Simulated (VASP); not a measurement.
The system is Au.

```
Au
1.0
     0.00000    2.83943    2.83943
     2.83943    0.00000    2.83943
     2.83943    2.83943    0.00000
Au
2
Direct
  0.12500 0.12500 0.12500
  0.87500 0.87500 0.87500
```

The cell was built by a generator and needn't be a form met in nature.

* Program: VASP 6.6.1
* Task: relaxation of cell and atoms
* Functional: RPBE
* Potentials or basis: VASP PAW PBE potentials, release 64 (Au)
* Cutoff: 600 eV
* k mesh: 10 × 10 × 10
* Occupations: fermi-dirac, width 0.1 eV
* Spin: no spin polarisation

At the start: pressure 29.2 GPa; volume 22.89 Å³/atom.

Q: How do energy, volume and symmetry change on relaxing?

A: Over 17 steps the energy falls by 510.3 meV/atom and the volume is 30.67 Å³/atom (+34.0 %); space group Fd-3m (No. 227, to 0.05 Å).

The path:
| step | energy change (eV) | largest force (eV/Å) | pressure (GPa) | volume (Å³) |
| --- | --- | --- | --- | --- |
| 1 | 0.0000 | 0.0000 | 29.18 | 45.78 |
| 2 | -0.6505 | 0.0000 | -5.01 | 79.34 |
| 3 | -1.0205 | 0.0000 | -0.07 | 61.51 |
| 4 | -1.0204 | 0.0000 | 0.20 | 61.17 |
| 5 | -1.0204 | 0.0000 | 0.17 | 61.17 |
| 6 | -1.0204 | 0.0000 | 0.15 | 61.18 |
| 7 | -1.0204 | 0.0000 | 0.16 | 61.18 |
| 8 | -1.0204 | 0.0000 | 0.15 | 61.18 |
| 9 | -1.0204 | 0.0000 | 0.16 | 61.18 |
| 10 | -1.0204 | 0.0000 | 0.15 | 61.18 |
| 11 | -1.0204 | 0.0000 | 0.16 | 61.18 |
| 12 | -1.0204 | 0.0000 | 0.16 | 61.18 |
| 13 | -1.0204 | 0.0000 | 0.14 | 61.19 |
| 14 | -1.0204 | 0.0000 | 0.13 | 61.20 |
| 15 | -1.0204 | 0.0000 | 0.11 | 61.22 |
| 16 | -1.0205 | 0.0000 | 0.14 | 61.26 |
| 17 | -1.0205 | 0.0000 | 0.04 | 61.34 |

Final structure:
```cif
data_structure
_symmetry_space_group_name_H-M 'P 1'
_symmetry_Int_Tables_number 1
_cell_length_a 4.4268
_cell_length_b 4.4268
_cell_length_c 4.4268
_cell_angle_alpha 60.000
_cell_angle_beta 60.000
_cell_angle_gamma 60.000
_cell_volume 61.34
loop_
_atom_site_label
_atom_site_type_symbol
_atom_site_fract_x
_atom_site_fract_y
_atom_site_fract_z
_atom_site_occupancy
Au1 Au 0.12500 0.12500 0.12500 1
Au2 Au 0.87500 0.87500 0.87500 1
```

Caveat: the volume moved by over 15 % at a fixed basis, so the end points are rough; the PAW data sets were made with another functional, which shifts forces and pressure a little.
